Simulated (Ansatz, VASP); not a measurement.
# HC4 in VASP and in Ansatz

```
CELL_PARAMETERS angstrom
5.03500 0.00000 0.00000
0.00000 2.51750 0.00000
0.00000 0.00000 19.73290
ATOMIC_POSITIONS crystal
C 0.50000 0.50000 0.23577
C 0.00000 0.50000 0.23577
C 0.50000 0.00000 0.28087
C 0.00000 0.00000 0.28087
C 0.75000 0.00000 0.32598
C 0.25000 0.00000 0.32598
C 0.75000 0.50000 0.37109
C 0.25000 0.50000 0.37109
C 0.99211 0.50000 0.41988
C 0.50383 0.50000 0.41235
C 0.98951 0.00000 0.46754
C 0.50967 0.00000 0.45481
C 0.25582 0.00000 0.50311
C 0.72169 0.00000 0.51461
C 0.36171 0.50000 0.52843
C 0.62342 0.50000 0.55731
H 0.64291 0.50000 0.19825
H 0.35709 0.50000 0.19825
H 0.14236 0.50000 0.19806
H 0.85764 0.50000 0.19806
```

Alike in both runs: functional r2SCAN; k mesh 5 × 10 × 1; occupations gaussian, width 0.05 eV; no spin polarisation.

Ansatz relaxed the structure, and its values are those at the end. VASP's run is a single point on that final structure, the one shown.

|  | VASP | Ansatz |
| --- | --- | --- |
| version | VASP 6.6.1 | Ansatz 0.2.0 |
| potentials or method | VASP PAW PBE potentials, release 64 (C, H) | scalar-relativistic, plane waves, PAW |
| plane-wave cutoff (eV) | 520 | 500 |
| valence electrons in the cell | 68 | 68 |

Ansatz gave:

| Quantity | Value |
| --- | --- |
| gap on the k mesh at the Fermi level (eV) | 1.48 |
| least direct gap on the mesh (eV) | 1.81 |
| rms of the force components (eV/Å) | 1.141 |

Task: What did VASP give for the same quantities?

Result: gap on the k mesh at the Fermi level (eV): 1.48; least direct gap on the mesh (eV): 1.78; rms of the force components (eV/Å): 1.139.

Caveats: the PAW data sets were made with another functional, which shifts forces and pressure a little (VASP).
